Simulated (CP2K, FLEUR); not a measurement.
A FLEUR input for a self-consistent single point of GeO2 (P4_2/mnm, 6 atoms in the cell) (DFT, PBE, all-electron FLAPW (FLEUR), scalar-relativistic valence):

Input of the input generator:

```
GeO2 FLAPW
&input film=f /
4.2437420000 0.0000000000 0.0000000000
0.0000000000 4.2437420000 0.0000000000
0.0000000000 0.0000000000 2.7665470000
1.8897261246
1.0 1.0 1.0

6
32 0.5000000000 0.5000000000 0.5000000000
32 -0.0000000000 0.0000000000 0.0000000000
8 0.6942300000 0.6942300000 -0.0000000000
8 0.3057700000 0.3057700000 -0.0000000000
8 0.8057700000 0.1942300000 0.5000000000
8 0.1942300000 0.8057700000 0.5000000000

&comp jspins=1 /
&kpt div1=4 div2=4 div3=6 gamma=t /
&end /
```

```xml
<?xml version="1.0" encoding="UTF-8" standalone="no"?>
<fleurInput fleurInputVersion="0.39">
   <comment>
      GeO2 FLAPW                                                                                          
   </comment>
   <calculationSetup>
      <cutoffs Kmax="4.8" Gmax="19.2" GmaxXC="19.2" numbands="0"/>
      <scfLoop itmax="60" minDistance="0.00001" maxIterBroyd="15" imix="Anderson" alpha="0.05" precondParam="0.0" spinf="2.0"/>
      <coreElectrons ctail="T" frcor="F" kcrel="0" coretail_lmax="0"/>
      <xcFunctional name="pbe" relativisticCorrections="F"/>
      <magnetism jspins="1"/>
      <soc l_soc="F" theta="0.0" phi="0.0" spav="F"/>
      <expertModes spex="0" secvar="F"/>
      <geometryOptimization l_f="T" forcealpha="1.0" forcemix="BFGS" epsdisp="0.00001" epsforce="0.00001"/>
      <ldaU l_linMix="F" mixParam="0.05" spinf="1.0"/>
   </calculationSetup>
   <cell>
      <bzIntegration valenceElectrons="52.0" mode="hist" fermiSmearingEnergy="0.00183747">
         <kPointListSelection listName="default-1"/>
         <!-- k-points included here -->
         <xi:include xmlns:xi="http://www.w3.org/2001/XInclude" href="kpts.xml"> </xi:include>
      </bzIntegration>
      <!-- symmetry operations included here -->
      <xi:include xmlns:xi="http://www.w3.org/2001/XInclude" href="sym.xml"> </xi:include>
      <bulkLattice scale="1.0">
         <bravaisMatrix>
            <row-1>    8.0195101234622523     0.0000000000000000     0.0000000000000000</row-1>
            <row-2>    0.0000000000000000     8.0195101234622523     0.0000000000000000</row-2>
            <row-3>    0.0000000000000000     0.0000000000000000     5.2280161408337564</row-3>
         </bravaisMatrix>
      </bulkLattice>
   </cell>
   <atomSpecies>
      <species name="Germanium (Ge)" element="Ge" atomicNumber="32">
         <mtSphere radius="2.03" gridPoints="717" logIncrement="0.017"/>
         <atomicCutoffs lmax="8" lnonsphr="6"/>
         <electronConfig flipSpins="F">
            <coreConfig>(1s1/2) (2s1/2) (2p1/2) (2p3/2) (3s1/2) (3p1/2) (3p3/2)</coreConfig>
            <valenceConfig>(4s1/2) (3d3/2) (3d5/2) (4p1/2) (4p3/2)</valenceConfig>
            <stateOccupation state="(4p1/2)" spinUp="0.3333333333333" spinDown="0.3333333333333"/>
            <stateOccupation state="(4p3/2)" spinUp="0.6666666666667" spinDown="0.6666666666667"/>
         </electronConfig>
         <energyParameters s="4" p="4" d="3" f="4"/>
      </species>
      <species name="Oxygen (O)" element="O" atomicNumber="8">
         <mtSphere radius="1.15" gridPoints="407" logIncrement="0.026"/>
         <atomicCutoffs lmax="6" lnonsphr="4"/>
         <electronConfig flipSpins="F">
            <coreConfig>(1s1/2)</coreConfig>
            <valenceConfig>(2s1/2) (2p1/2) (2p3/2)</valenceConfig>
            <stateOccupation state="(2p1/2)" spinUp="0.6666666666667" spinDown="0.6666666666667"/>
            <stateOccupation state="(2p3/2)" spinUp="1.3333333333333" spinDown="1.3333333333333"/>
         </electronConfig>
         <energyParameters s="2" p="2" d="3" f="4"/>
      </species>
   </atomSpecies>
   <atomGroups>
      <atomGroup species="Germanium (Ge)">
         <relPos label="                   1">1.000/2.000 1.000/2.000 1.000/2.000</relPos>
         <relPos label="                   2">.0000000000 .0000000000 .0000000000</relPos>
         <force calculate="T" relaxXYZ="TTT"/>
      </atomGroup>
      <atomGroup species="Oxygen (O)">
         <relPos label="                   3">-.3057700000 -.3057700000 .0000000000</relPos>
         <relPos label="                   4">.3057700000 .3057700000 .0000000000</relPos>
         <relPos label="                   5">-.1942300000 .1942300000 1.000/2.000</relPos>
         <relPos label="                   6">.1942300000 -.1942300000 1.000/2.000</relPos>
         <force calculate="T" relaxXYZ="TTT"/>
      </atomGroup>
   </atomGroups>
   <output dos="F" band="F" slice="F">
      <checks vchk="F" cdinf="F"/>
      <bandDOS minEnergy="-.5*Htr" maxEnergy="0.5*Htr" sigma="0.015" storeEVData="T"/>
      <vacuumDOS vacdos="F" integ="F" star="F" nstars="0" locx1="0.0" locy1="0.0" locx2="0.0" locy2="0.0" nstm="0" tworkf="0.0"/>
      <unfoldingBand unfoldBand="F" supercellX="1" supercellY="1" supercellZ="1"/>
      <plotting iplot="0" polar="F">
         <plot TwoD="T" vec1="  1.0  0.0  0.0" vec2="  0.0  1.0  0.0" vec3="  0.0  0.0  1.0" zero="  0.0  0.0  0.0" file="plot"/>
      </plotting>
      <chargeDensitySlicing numkpt="0" minEigenval="0.0" maxEigenval="0.0" nnne="0" pallst="F"/>
      <specialOutput eonly="F"/>
      <magneticCircularDichroism mcd="F" energyLo="-10.0" energyUp="0.0"/>
   </output>
  <!-- We include the file relax.xml here to enable relaxations (see documentation) -->
  <xi:include xmlns:xi="http://www.w3.org/2001/XInclude" href="relax.xml"> <xi:fallback/> </xi:include>
</fleurInput>
```

Question: Translate this input to CP2K.

Answer: This is the input that was run; spellings and numerical settings could be chosen otherwise.

```
&GLOBAL
  PROJECT scf
  RUN_TYPE ENERGY_FORCE
  PRINT_LEVEL LOW
&END GLOBAL
&FORCE_EVAL
  METHOD Quickstep
  STRESS_TENSOR ANALYTICAL
  &DFT
    BASIS_SET_FILE_NAME BASIS_MOLOPT
    POTENTIAL_FILE_NAME GTH_POTENTIALS
    &QS
      METHOD GPW
      EPS_DEFAULT 1E-10
    &END QS
    &MGRID
      CUTOFF 450
      REL_CUTOFF 50
      NGRIDS 5
    &END MGRID
    &SCF
      SCF_GUESS ATOMIC
      EPS_SCF 1E-6
      MAX_SCF 100
      ADDED_MOS 6
      &DIAGONALIZATION
        ALGORITHM STANDARD
      &END DIAGONALIZATION
      &MIXING
        METHOD BROYDEN_MIXING
        ALPHA 0.3
        NBUFFER 10
        BETA 1.5
      &END MIXING
      &SMEAR ON
        METHOD FERMI_DIRAC
        ELECTRONIC_TEMPERATURE [K] 580.23
      &END SMEAR
    &END SCF
    &KPOINTS
      SCHEME MONKHORST-PACK 4 4 6
      GAMMA_CENTERED T
    &END KPOINTS
    &XC
      &XC_FUNCTIONAL PBE
      &END XC_FUNCTIONAL
    &END XC
    &PRINT
      &MO
        EIGENVALUES T
        OCCUPATION_NUMBERS T
        NDIGITS 8
        FILENAME mo
        &EACH
          QS_SCF 0
        &END EACH
        ADD_LAST NUMERIC
      &END MO
      &MULLIKEN OFF
      &END MULLIKEN
    &END PRINT
  &END DFT
  &SUBSYS
    &CELL
      A 4.24374200 0.00000000 0.00000000
      B 0.00000000 4.24374200 0.00000000
      C 0.00000000 0.00000000 2.76654700
      PERIODIC XYZ
    &END CELL
    &COORD
      SCALED
      Ge       0.50000000     0.50000000     0.50000000
      Ge       0.00000000     0.00000000     0.00000000
      O        0.69423000     0.69423000     0.00000000
      O        0.30577000     0.30577000     0.00000000
      O        0.80577000     0.19423000     0.50000000
      O        0.19423000     0.80577000     0.50000000
    &END COORD
    &KIND Ge
      BASIS_SET DZVP-MOLOPT-SR-GTH-q4
      POTENTIAL GTH-PBE-q4
    &END KIND
    &KIND O
      BASIS_SET DZVP-MOLOPT-SR-GTH-q6
      POTENTIAL GTH-PBE-q6
    &END KIND
  &END SUBSYS
  &PRINT
    &FORCES ON
    &END FORCES
    &STRESS_TENSOR ON
    &END STRESS_TENSOR
  &END PRINT
&END FORCE_EVAL
```

Basis, cutoffs, solver keys and any potentials are the target program's own. This input uses DFT PBE, GPW, DZVP-MOLOPT-SR-GTH basis, GTH-PBE potentials (GTH_POTENTIALS).

The starting cell comes from a database of computed structures (which also holds hypothetical and non-ambient phases and stackings), without a prior relaxation at this level. Its lattice was rescaled by a random factor within 2.5 % of one. For this run, on top of that: lattice scaled by 0.98.
